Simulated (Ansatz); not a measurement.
Runs of Ansatz 0.2.0 on Cs. Symmetry: Im-3m, No. 229, cubic system. Conventional cell: a = 6.257 Å, b = 6.257 Å, c = 6.257 Å, α = 90.00°, β = 90.00°, γ = 90.00°. 

```csv
task,level,spin,cutoff (eV),atoms under strain,points for each segment of the path,q mesh,gap on the mesh (eV),pressure (GPa),V0 of scaled cells (Å³/atom),B0 (GPa)
elastic constants,PBEsol,off,420,relaxed,-,-,none,-0.2,-,-
equation of state,PBE,off,420,-,-,-,-,-,(a),2
band structure,PBEsol,"SOC, no magnetisation",420,-,14,-,none,-0.2,-,-
equation of state,r2SCAN,off,500,-,-,-,-,-,124.04,2
phonons,PBEsol,off,420,-,8,2 × 2 × 2,none,-,-,-
```

Alike in all rows: potentials or basis Ansatz PAW; cell as given; k mesh 6 × 6 × 6; smearing fermi-dirac 0.05 eV.

**Question.** Fill in the values left out.

**Answer.** (a) 117.43.

Caveats: the PAW data sets come from PBE, with cores solved anew for the run's functional, which leaves a small shift of forces and pressure (some runs); elastic constants of metals need much finer meshes, so these are rough (some runs); the PAW data sets were made with another functional, which shifts forces and pressure a little (some runs).

A k mesh can miss the band edges, and rows without SOC leave out spin-orbit coupling on Cs.

A gap of «none» marks a metal or a gap under the smearing width.
